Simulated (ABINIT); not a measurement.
# SnSe (Fm-3m) in ABINIT: notebook

The runs below take SnSe through band structure, equation of state, with TB-mBJ, LDA.

All numbers are computed with ABINIT 10.8.3 (patched build); they aren't measurements. Logs are shortened: lines on timing, memory, paths and dates and some standing lists are left out, and cuts for length are marked. The log counts tension as positive stress, the text compression.

## Step 1: Starting point

The structure is cubic, space group Fm-3m (No. 225). Conventional cell: a = 6.020 Å, b = 6.020 Å, c = 6.020 Å, α = 90.00°, β = 90.00°, γ = 90.00°. Sn (site symmetry m-3m) is surrounded by 6 Se at 3.01 Å. Se (site symmetry m-3m) is surrounded by 6 Sn at 3.01 Å.

Measurements of this composition are mostly on another form, of space group No. 62.

## Step 2: Band structure, TB-mBJ

The input, run.abi:

```
ndtset 2

pp_dirpath "./"
pseudos "Sn.LDA_PW-JTH.xml, Se.LDA_PW-JTH.xml"

acell 8.044153707 8.044153707 8.044153707
rprim
     0.0000000000     0.7071067812     0.7071067812
     0.7071067812     0.0000000000     0.7071067812
     0.7071067812     0.7071067812     0.0000000000
ntypat 2
znucl 50 34
natom 2
typat 1 2
xred
     0.0000000000     0.0000000000     0.0000000000
     0.5000000000     0.5000000000     0.5000000000

ecut 26.0
pawecutdg 48.0

ixc -208012
usekden 1
pawxcdev 0

occopt 3
tsmear 0.05 eV

nstep 100
diemix 0.3
optforces 0
optstress 0

iomode 3
prtwf 0
prteig 0
prtebands 0
enunit 1
prtden1 1
prtkden1 1
prtvha1 1
prtvclmb1 1
prtpot1 1

kptopt1 1
ngkpt1 8 8 8
nshiftk1 1
shiftk1 0.0 0.0 0.0
nband1 14
tolvrs1 1.0e-7

iscf2 -2
getden2 1
getkden2 1
nband2 20
nbdbuf2 4
tolwfr2 1.0e-11
kptopt2 -9
ndivsm2 6
prteig2 1
kptbounds2
     0.0000000000     0.0000000000     0.0000000000
     0.5000000000     0.0000000000     0.5000000000
     0.5000000000     0.2500000000     0.7500000000
     0.3750000000     0.3750000000     0.7500000000
     0.0000000000     0.0000000000     0.0000000000
     0.5000000000     0.5000000000     0.5000000000
     0.6250000000     0.2500000000     0.6250000000
     0.5000000000     0.2500000000     0.7500000000
     0.5000000000     0.5000000000     0.5000000000
     0.3750000000     0.3750000000     0.7500000000
```

Potentials or basis: JTH PAW LDA v2.0.

Run with:

```
$ abinit run.abi > log 2>&1
```

run.abo:

```text
.Version 10.8.3 of ABINIT
 DATASET    1 : space group Fm -3 m (#225); Bravais cF (face-center cubic)
================================================================================
 Values of the parameters that define the memory need for DATASET  1.
     intxc =       0    ionmov =       0      iscf =       7    lmnmax =      18
     lnmax =       6     mgfft =      40  mpssoang =       3    mqgrid =    3001
     natom =       2  nloc_mem =       2    nspden =       1   nspinor =       1
    nsppol =       1      nsym =      48    n1xccc =       1    ntypat =       2
    occopt =       3   xclevel =       2
       mpw =        2351          nfft =       64000          nkpt =          29
 PAW method is used; the additional fine FFT grid is defined by:
   mgfftf=        54    nfftf =    157464
================================================================================
================================================================================

 DATASET    2 : space group Fm -3 m (#225); Bravais cF (face-center cubic)
================================================================================
 Values of the parameters that define the memory need for DATASET  2.
     intxc =       0    ionmov =       0      iscf =      -2    lmnmax =      18
     lnmax =       6     mgfft =      40  mpssoang =       3    mqgrid =    3001
     natom =       2  nloc_mem =       2    nspden =       1   nspinor =       1
    nsppol =       1      nsym =      48    n1xccc =       1    ntypat =       2
    occopt =       3   xclevel =       2
       mpw =        2353          nfft =       64000          nkpt =         103
 PAW method is used; the additional fine FFT grid is defined by:
   mgfftf=        54    nfftf =    157464
================================================================================
================================================================================

--------------------------------------------------------------------------------
------------- Echo of variables that govern the present computation ------------
--------------------------------------------------------------------------------
 -outvars: echo values of preprocessed input variables --------
            acell      8.0441537070E+00  8.0441537070E+00  8.0441537070E+00 Bohr
              amu      1.18710000E+02  7.89600000E+01
           diemix      3.00000000E-01
             ecut      2.60000000E+01 Hartree
           enunit           1
           getden1          0
           getden2          1
          getkden1          0
          getkden2          1
             iscf1          7
             iscf2         -2
                       outvar_i_n : Printing only first  50 k-points.
              ixc     -208012
           jdtset        1    2
                       outvar_i_n : Printing only first  50 k-points.
           kptopt1          1
           kptopt2         -9
         kptrlatt        8    0    0      0    8    0      0    0    8
          kptrlen1     6.43532297E+01
          kptrlen2     3.00000000E+01
            natom           2
            nband1         14
            nband2         20
           nbdbuf1          0
           nbdbuf2          4
           ndtset           2
           ndivsm1          0
           ndivsm2          6
            ngfft          40      40      40
          ngfftdg          54      54      54
             nkpt1         29
             nkpt2        103
            nstep         100
             nsym          48
           ntypat           2
           occopt           3
        optforces           0
        optstress           0
        pawecutdg      4.80000000E+01 Hartree
         pawxcdev           0
        prtebands           0
           prteig1          0
           prteig2          1
          prtkden           1
           prtpot1          1
           prtpot2          0
         prtvclmb1          1
         prtvclmb2          0
           prtvha1          1
           prtvha2          0
            prtwf           0
            rprim      0.0000000000E+00  7.0710678120E-01  7.0710678120E-01
[... 256 lines left out ...]
  4.77E-12  5.20E-12  1.69E-12  3.40E-12  6.25E-12  2.53E-12  5.78E-12  5.20E-12
  3.57E-12  3.29E-12  1.72E-11  7.70E-12
 -6.7410E-01 -6.7410E-01 -6.7388E-01 -6.7388E-01 -6.7388E-01 -3.7033E-01
 -3.4082E-02  5.5429E-02  5.5429E-02  5.5429E-02  3.1406E-01  3.1406E-01
  3.1406E-01  3.6470E-01  3.6470E-01  3.6470E-01  4.3843E-01  4.3843E-01
  4.8023E-01  5.0850E-01
 Non-SCF case, kpt    2 (  0.02941  0.00000  0.02941), residuals and eigenvalues=
  7.47E-12  9.90E-12  4.93E-12  6.41E-12  6.66E-12  5.48E-12  7.91E-12  4.03E-12
  7.10E-12  7.82E-12  8.62E-12  4.81E-12  8.44E-12  4.39E-12  3.16E-12  7.22E-12
[... 799 lines left out ...]
  6.32E-12  9.52E-12  7.32E-12  8.03E-12  9.84E-12  8.16E-12  5.33E-12  8.17E-12
  5.98E-07  1.55E-06  2.19E-05  4.64E-04
 -6.7475E-01 -6.7408E-01 -6.7385E-01 -6.7350E-01 -6.7342E-01 -3.2858E-01
 -1.1582E-01 -3.7498E-02  2.6222E-02  6.0455E-02  2.6438E-01  2.7198E-01
  3.4428E-01  3.6191E-01  5.0634E-01  5.1035E-01  5.9367E-01  6.2717E-01
  6.5973E-01  7.0305E-01
 Non-SCF case, kpt  103 (  0.37500  0.37500  0.75000), residuals and eigenvalues=
  4.25E-12  2.68E-12  2.55E-12  6.92E-12  4.53E-12  8.79E-12  8.72E-12  9.41E-12
  4.33E-12  6.05E-12  2.52E-12  2.66E-12  6.01E-12  3.34E-12  3.81E-12  7.30E-12
  4.16E-08  8.73E-07  8.51E-06  2.61E-05
 -6.7480E-01 -6.7405E-01 -6.7389E-01 -6.7348E-01 -6.7341E-01 -3.2804E-01
 -1.1098E-01 -4.2303E-02  2.2665E-02  5.3304E-02  2.7186E-01  2.8160E-01
  3.5077E-01  3.5145E-01  5.1477E-01  5.2120E-01  5.9663E-01  6.1436E-01
  6.6261E-01  6.9037E-01

Result for kinetic energy density :

--------------------------------------------------------------------------------
 Total kinetic energy density [Ha/Bohr^3]
)     Maximum=    8.7140E-01  at reduced coord.    0.0741    0.9259    0.9630
)     Minimum=    1.1914E-03  at reduced coord.    0.2593    0.2407    0.2407
   Integrated=    1.5199E+01
--------------------------------------------------------------------------------

--- !ResultsGS
iteration_state: {dtset: 2, }
comment   : Summary of ground state results
lattice_vectors:
- [  0.0000000,   5.6880756,   5.6880756, ]
- [  5.6880756,   0.0000000,   5.6880756, ]
- [  5.6880756,   5.6880756,   0.0000000, ]
lattice_lengths: [   8.04415,    8.04415,    8.04415, ]
lattice_angles: [ 60.000,  60.000,  60.000, ] # degrees, (23, 13, 12)
lattice_volume:   3.6806632E+02
convergence: {deltae:  0.000E+00, res2:  0.000E+00, residm:  9.988E-12, diffor:  0.000E+00, }
etotal    :  -6.40285181E+01
entropy   :   0.00000000E+00
fermie    :   1.62242223E-01
cartesian_stress_tensor: null
pressure_GPa: null
xred      :
- [  0.0000E+00,   0.0000E+00,   0.0000E+00, Sn]
- [  5.0000E-01,   5.0000E-01,   5.0000E-01, Se]
cartesian_forces: null
force_length_stats: {min: null, max: null, mean: null, }
...

 Integrated electronic density in atomic spheres:
 ------------------------------------------------
 Atom  Sphere_radius  Integrated_density
    1        2.51086         11.73387216
    2        2.21132          3.95932690

================================================================================

 ----iterations are completed or convergence reached----

 Mean square residual over all n,k,spin=   55.586E-13; max=  99.883E-13
 reduced coordinates (array xred) for    2 atoms
       0.000000000000      0.000000000000      0.000000000000
       0.500000000000      0.500000000000      0.500000000000

 cartesian coordinates (angstrom) at end:
    1      0.00000000000000     0.00000000000000     0.00000000000000
    2      3.00999999801685     3.00999999801685     3.00999999801685
 length scales=  8.044153707000  8.044153707000  8.044153707000 bohr
              =  4.256782819857  4.256782819857  4.256782819857 angstroms
 Eigenvalues (   eV  ) for nkpt= 103  k points:
 kpt#   1, nband= 20, wtk=  1.00000, kpt=  0.0000  0.0000  0.0000 (reduced coord)
 -18.34331  -18.34331  -18.33714  -18.33714  -18.33714  -10.07730   -0.92741    1.50829
   1.50829    1.50829    8.54599    8.54599    8.54599    9.92388    9.92388    9.92388
  11.93042   11.93042   13.06764   13.83709
 kpt#   2, nband= 20, wtk=  1.00000, kpt=  0.0294  0.0000  0.0294 (reduced coord)
 -18.34387  -18.34357  -18.33755  -18.33755  -18.33736  -10.06936   -0.98803    1.49425
   1.49425    1.59211    8.34300    8.52503    8.52503    9.86985    9.99653    9.99653
  11.94151   12.10489   13.14946   13.91386
 kpt#   3, nband= 20, wtk=  1.00000, kpt=  0.0588  0.0000  0.0588 (reduced coord)
 -18.34436  -18.34341  -18.33765  -18.33726  -18.33726  -10.04564   -1.14685    1.45308
   1.45308    1.81824    7.84765    8.47715    8.47715    9.72278   10.19848   10.19848
  11.97483   12.48475   13.37985   14.17647
 kpt#   4, nband= 20, wtk=  1.00000, kpt=  0.0882  0.0000  0.0882 (reduced coord)
 -18.34501  -18.34304  -18.33800  -18.33646  -18.33646  -10.00652   -1.35937    1.38710
   1.38710    2.13270    7.23281    8.42954    8.42954    9.51481   10.49965   10.49965
  12.03021   12.84678   13.72664   14.68346
 kpt#   5, nband= 20, wtk=  1.00000, kpt=  0.1176  0.0000  0.1176 (reduced coord)
[... 381 lines left out ...]
   0.95774    2.11694    6.58687    6.81783    8.76798   10.53492   13.28205   13.54237
  16.27542   17.32964   17.53271   19.25714
 kpt# 101, nband= 20, wtk=  1.00000, kpt=  0.4000  0.4000  0.7000 (reduced coord)
 -18.35951  -18.34342  -18.33537  -18.32766  -18.32530   -8.96764   -3.30527   -0.79431
   0.82809    1.86688    6.92015    7.11676    9.10994   10.17341   13.55907   13.62394
  16.22994   17.29340   17.69411   19.38410
 kpt# 102, nband= 20, wtk=  1.00000, kpt=  0.3875  0.3875  0.7250 (reduced coord)
 -18.36095  -18.34256  -18.33638  -18.32690  -18.32474   -8.94122   -3.15162   -1.02037
   0.71353    1.64507    7.19406    7.40095    9.36822    9.84811   13.77816   13.88737
  16.15457   17.06623   17.95214   19.13109
 kpt# 103, nband= 20, wtk=  1.00000, kpt=  0.3750  0.3750  0.7500 (reduced coord)
 -18.36224  -18.34185  -18.33746  -18.32625  -18.32434   -8.92645   -3.01984   -1.15113
   0.61674    1.45047    7.39755    7.66284    9.54501    9.56331   14.00774   14.18256
  16.23516   16.71748   18.03047   18.78589

== END DATASET(S) ==============================================================
================================================================================

 -outvars: echo values of variables after computation  --------
            acell      8.0441537070E+00  8.0441537070E+00  8.0441537070E+00 Bohr
           etotal1    -6.4028518134E+01
            fcart1     9.9999999999E+99  9.9999999999E+99  9.9999999999E+99
                       9.9999999999E+99  9.9999999999E+99  9.9999999999E+99
            rprim      0.0000000000E+00  7.0710678120E-01  7.0710678120E-01
                       7.0710678120E-01  0.0000000000E+00  7.0710678120E-01
                       7.0710678120E-01  7.0710678120E-01  0.0000000000E+00
           strten1     9.9999999999E+99  9.9999999999E+99  9.9999999999E+99
                       9.9999999999E+99  9.9999999999E+99  9.9999999999E+99
           xangst      0.0000000000E+00  0.0000000000E+00  0.0000000000E+00
                       3.0099999980E+00  3.0099999980E+00  3.0099999980E+00
             xred      0.0000000000E+00  0.0000000000E+00  0.0000000000E+00
                       5.0000000000E-01  5.0000000000E-01  5.0000000000E-01
 Calculation completed.
```

Wall time 7.6 min (1 thread of Intel Xeon 6975P-C (Granite Rapids), shared host); peak memory 0.21 GiB.

What came out:

* Band gap on the k mesh: 0.14 eV, direct
* Band gap along the path: 0.08 eV, indirect (least direct gap 0.14 eV)
* Valence electrons inside the program's atomic spheres: Sn 11.73; Se 3.96

Levels at the corners of the path, in eV from the valence-band top:
```csv
point,band 8,band 9,band 10,band 11,band 12,band 13
Γ,-2.83,-2.83,-2.83,4.20,4.20,4.20
X,-5.88,-4.18,-4.18,3.00,5.21,5.21
W,-5.16,-5.16,-1.41,1.32,4.63,4.63
K,-5.49,-3.73,-2.89,3.05,3.32,5.20
Γ,-2.83,-2.83,-2.83,4.20,4.20,4.20
L,-2.61,-2.61,0.00,0.14,1.00,1.00
U,-5.49,-3.73,-2.89,3.05,3.32,5.20
W,-5.16,-5.16,-1.41,1.32,4.63,4.63
L,-2.61,-2.61,0.00,0.14,1.00,1.00
K,-5.49,-3.73,-2.89,3.05,3.32,5.20
```

Caveat: the constant c of TB-mBJ comes from the pseudo density here, which moves gaps by up to 0.3 eV between sets of potentials; the PAW data sets were made with another functional, which shifts forces and pressure a little; spin-orbit coupling is left out, which moves the levels of the heavy elements.

## Step 3: Equation of state, LDA

The input, run.abi:

```
ndtset 7
getwfk -1
scalecart1 3*0.9795861087
scalecart2 3*0.9864848297
scalecart3 3*0.9932883884
scalecart4 3*1.0000000000
scalecart5 3*1.0066227096
scalecart6 3*1.0131594038
scalecart7 3*1.0196128224

pp_dirpath "./"
pseudos "Sn.LDA_PW-JTH.xml, Se.LDA_PW-JTH.xml"

acell 8.044153707 8.044153707 8.044153707
rprim
     0.0000000000     0.7071067812     0.7071067812
     0.7071067812     0.0000000000     0.7071067812
     0.7071067812     0.7071067812     0.0000000000
ntypat 2
znucl 50 34
natom 2
typat 1 2
xred
     0.0000000000     0.0000000000     0.0000000000
     0.5000000000     0.5000000000     0.5000000000

ecut 22.0
pawecutdg 44.0

kptopt 1
ngkpt 8 8 8
nshiftk 1
shiftk 0.0 0.0 0.0

ixc 7

nband 14
occopt 3
tsmear 0.05 eV

nstep 100
tolvrs 1.0e-9

iomode 3
prtwf 1
prtden 0
prteig 0
prtebands 0
enunit 1
```

Potentials or basis: JTH PAW LDA v2.0.

Run with:

```
$ abinit run.abi > log 2>&1
```

It took 86 s on 1 thread of Intel Xeon 6975P-C (Granite Rapids), shared host; peak memory 0.14 GiB.

It converged, with:

| Item | Value |
| --- | --- |
| Equilibrium volume | 25.58 Å³/atom (rough: see the caveat) |
| Bulk modulus | 62 GPa (rough) |

Energy against volume, from the lowest point:
| volume (Å³/atom) | energy (meV/atom) |
| --- | --- |
| 25.635 | 0.00 |
| 26.180 | 2.59 |
| 26.725 | 9.08 |
| 27.271 | 19.26 |
| 27.816 | 32.14 |
| 28.362 | 47.77 |
| 28.907 | 65.86 |

Caveat: pressures at fixed basis lie under the slope of the energies; the minimum lies outside the volumes run.
